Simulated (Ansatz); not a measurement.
Set up this calculation in Ansatz 0.2.0, as the native input.

```
Task                : single point
Functional          : RPBE
Potentials or basis : all-electron LAPW, scalar-relativistic
Cutoff              : 304 eV (chosen from the basis error)
Basis error allowed : 0.001 eV/atom
k mesh              : 12 × 12 × 7
Occupations         : gaussian, width 0.1 eV
Spin                : no spin polarisation
```

Cu:

```
Cu
1.0
     2.53410    0.00000    0.00000
    -1.26705    2.19459    0.00000
     0.00000    0.00000    4.11257
Cu
2
Direct
  0.66667 0.33333 0.75000
  0.33333 0.66667 0.25000
```

This isn't the form of Cu at room conditions, which is fcc.

These files were run (other wordings do the same):

input.yaml

```yaml
crystal:
  lattice:
    - [2.5340966698, 0.0, 0.0]
    - [-1.2670483349, 2.1945920917, 0.0]
    - [0.0, 0.0, 4.112571]
  atoms:
    - { symbol: Cu, position: [0.6666666667, 0.3333333333, 0.75] }
    - { symbol: Cu, position: [0.3333333333, 0.6666666667, 0.25] }
kpoints:
  mp_grid: { grid: [12, 12, 7] }
scf:
  occupations: { method: gaussian, width: 0.1 }
hamiltonian:
  xc: rpbe
  pseudopotentials: { kind: all_electron, lapw: { basis_error: 0.001 } }
output:
  forces: true
  stress: true
  eigenvalues: true
```

Potentials or basis: all-electron LAPW, scalar-relativistic.

Command:

```bash
$ ansatz run input.yaml --threads 1 --pin off --max-ram 3072MiB --backend cpu --events-out ev --progress --plain --runs-dir out
```

Results of the run:

```
Pressure               : 12.5 GPa
Band gap on the k mesh : none (metal or under the smearing width)
```

It took 15 s on 1 thread of Arm Neoverse V1 (shared host), peak memory 0.36 GiB.
